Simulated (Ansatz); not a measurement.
Zr:

```
Zr
1.0
    -1.81000    1.81000    1.81000
     1.81000   -1.81000    1.81000
     1.81000    1.81000   -1.81000
Zr
1
Direct
  0.00000 0.00000 0.00000
```

This isn't the form of Zr at room conditions, which is hcp.

```yaml
Program: Ansatz 0.2.0
Task: relaxation of cell and atoms
Functional: LDA
Potentials_or_basis: all-electron LAPW, scalar-relativistic
Basis_error_allowed: 0.002 eV/atom
k_mesh: 8 × 8 × 8
Occupations: fermi-dirac, width 0.05 eV
Spin: no spin polarisation
```

At the start: volume 23.72 Å³/atom.

**Question.** How do energy, volume and symmetry change on relaxing?

**Answer.** Over 5 steps the energy falls by 74.1 meV/atom and the volume is 21.28 Å³/atom (-10.3 %); space group Im-3m (No. 229, to 0.05 Å).

Step by step:
| step | energy change (eV) | largest force (eV/Å) | volume (Å³) |
| --- | --- | --- | --- |
| 1 | 0.0000 | 0.0000 | 23.72 |
| 2 | -0.0628 | 0.0000 | 20.42 |
| 3 | -0.0740 | 0.0000 | 21.38 |
| 4 | -0.0741 | 0.0000 | 21.28 |
| 5 | -0.0741 | 0.0000 | 21.28 |

Final structure:
```yaml
crystal:
  lattice:
    - [-1.74582, 1.74582, 1.74582]
    - [1.74582, -1.74582, 1.74582]
    - [1.74582, 1.74582, -1.74582]
  atoms:
    - { symbol: Zr, position: [0.00000, 0.00000, 0.00000] }
```

Caveat: the k mesh is thin for a metal, which can move the energy by tens of meV per atom.
